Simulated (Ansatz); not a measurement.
# TiAl3: the cost of one run

Program: Ansatz 0.2.0. Level of theory: DFT PBEsol, scalar-relativistic, plane waves, PAW. These are calculated values, not measurements.

1 further run of the same task is left out (set aside as unsound or not needed).

### 1 The starting structure

The structure is tetragonal, space group I4/mmm (No. 139). The conventional cell has a = 3.816 Å, b = 3.816 Å, c = 8.554 Å, α = 90.00°, β = 90.00°, γ = 90.00°. Ti (site symmetry 4/mmm) has 12 Al at 2.70 to 2.87 Å in its first shell of neighbours. Al (site symmetry 4/mmm) is surrounded by 4 Ti at 2.70 Å and 8 Al at 2.87 Å. Around Al (site symmetry -4m2) lie 8 Al at 2.70 to 2.87 Å and 4 Ti at 2.87 Å.

Coordinates:

```xyz
4
Lattice="-1.9078 1.9078 4.2770 1.9078 -1.9078 4.2770 1.9078 1.9078 -4.2770" Properties=species:S:1:pos:R:3 pbc="T T T"
Ti    0.0000    0.0000    0.0000
Al    0.0000    0.0000    4.2770
Al    0.0000    1.9078    2.1385
Al    1.9078    0.0000    2.1385
```

It goes back to an entry of the Materials Project, which need not be the stable form.

This cell was relaxed beforehand with the same method: volume 15.57 Å³/atom, gap on the mesh none (metal).

### 2 Electronic structure at the relaxed geometry

Contents of input.yaml:

```yaml
crystal:
  lattice:
    - [-1.9077740734, 1.9077740734, 4.276996808]
    - [1.9077740734, -1.9077740734, 4.276996808]
    - [1.9077740734, 1.9077740734, -4.276996808]
  atoms:
    - { symbol: Ti, position: [0.0, 0.0, 0.0] }
    - { symbol: Al, position: [0.5, 0.5, 0.0] }
    - { symbol: Al, position: [0.75, 0.25, 0.5] }
    - { symbol: Al, position: [0.25, 0.75, 0.5] }
basis:
  ecutwfc: 420
kpoints:
  mp_grid: { grid: [16, 16, 16] }
  band_path:
    path:
      - [[0.0, 0.0, 0.0], [0.0, 0.0, 0.5], [0.25, 0.25, 0.25], [0.0, 0.5, 0.0], [0.0, 0.0, 0.0], [0.5, 0.5, -0.5], [0.29974118, 0.70025882, -0.29974118]]
      - [[-0.29974118, 0.29974118, 0.29974118], [0.0, 0.0, 0.0]]
      - [[0.0, 0.0, 0.5], [-0.09948235, 0.09948235, 0.5]]
      - [[0.5, 0.5, -0.09948235], [0.5, 0.5, -0.5]]
    npoints: 14
hamiltonian:
  xc: pbesol
scf:
  occupations: { method: gaussian, width: 0.1 }
  n_extra_bands: 10
output:
  forces: true
  stress: true
  eigenvalues: true
  populations: true
  dos: { projected: true, de: 0.02, nscf_kmesh: { grid: [24, 24, 24] } }
  bader: true
```

Run with:

```bash
$ ansatz run input.yaml --threads 1 --pin off --max-ram 2560MiB --backend cpu --events-out ev --progress --plain --runs-dir out
```

What time and memory should one allow on 1 thread of Intel Xeon at 2.50GHz (Skylake/Cascade Lake), shared host?

About 3 min, with a peak of 1 GiB.
